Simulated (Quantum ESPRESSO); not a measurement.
AlN:

```
CELL_PARAMETERS angstrom
0.00000 2.18399 2.18399
2.18399 0.00000 2.18399
2.18399 2.18399 0.00000
ATOMIC_POSITIONS crystal
Al 0.00000 0.00000 0.00000
N 0.25000 0.25000 0.25000
```

Measurements of this composition are mostly on another form, of space group No. 186.

* Program: Quantum ESPRESSO 7.5
* Task: phonons and Raman activities
* Functional: PBE
* Potentials or basis: PseudoDojo 0.4.1 SR PBE standard
* Cutoff: 1143 eV
* Density cutoff: 4572 eV
* k mesh: 6 × 6 × 6, shifted
* Occupations: fermi-dirac, width 0.05 eV
* Spin: no spin polarisation
* Mixing beta: 0.5
* Most SCF iterations: 120
* SCF threshold: 4e-10 Ry

The cell and the atoms were relaxed first, to 10.65 Å³/atom (a = 3.112 Å, b = 3.112 Å, c = 3.112 Å, α = 60.00°, β = 60.00°, γ = 60.00°), and the response was taken there.

The first run showed a gap, so the response started from a second, tighter run with fixed occupations.

The run gives a transverse optical frequency of 642 cm⁻¹, an electronic dielectric constant of 4.58 and Born charges of ±2.53 e.

**Question.** What are the longitudinal frequency and the static dielectric constant?

**Answer.** The longitudinal mode lies at 873 cm⁻¹, 231 cm⁻¹ over the transverse one, and the static constant is 8.46. The two agree with the Lyddane-Sachs-Teller relation: (873/642)² = 1.85 and 8.46/4.58 = 1.85.
